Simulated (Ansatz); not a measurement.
Reactions of C₇H₁₆ (`CCCC(C)CC`).

Gas-phase electronic energies from Ansatz, PBE0-D4/def2-TZVP geometries. CBS: MP2 limit from def2 TZ/QZ plus the TZ coupled-cluster correction, frozen cores. This one scheme is used for every species. Triplets are unrestricted, without spin–orbit coupling. For Ge outer-core shells are correlated without core-valence functions, which leaves a few kJ/mol of doubt a bond. Scalar relativity is left out up to krypton. One conformer a species, not always the lowest.

```csv
reaction,CCSD/CBS(def2) (eV),CCSD(T)/CBS(def2) (eV)
`CCCC(C)CC` + `CC(C)C` → `CCCCC(C)C` + `CCCC`,0.02,0.04
`CCCC(C)CC` + ethane → `CCCCC(C)CC` + CH₄,-0.07,-0.08
`CCCC(C)CC` + `N[SiH2]BF` → `C[SiH](N)BF` + `CCCCCC`,-0.38,-0.37
`CCCC(C)CC` + `[OH][GeH2][OH]` → `C[CH2][GeH]([OH])[OH]` + `CCC(C)C`,-0.42,-0.41
`CCCC(C)CC` → `CCCC(C)C` + `[CH2]` (triplet),4.39,4.51
`CCCC(C)CC` + H₂S → `CCC(C)CS` + ethane,0.09,0.08
`CCCC(C)CC` + H₂ → `CCCC(C)C` + CH₄,-0.74,-0.71
`CCCC(C)CC` + `[OH][Ge]([OH])([F])[Cl]` → `C[O][Ge]([OH])([F])[Cl]` + `CCCCCC`,0.63,0.64
`CCCC(C)CC` → `CCC(C)(C)CC`,-0.04,-0.07
`CCCC(C)CC` → `CCC(C)C(C)C`,0.01,0.00
```

Largest T1 diagnostic: 0.013, for `N[SiH2]BF`.
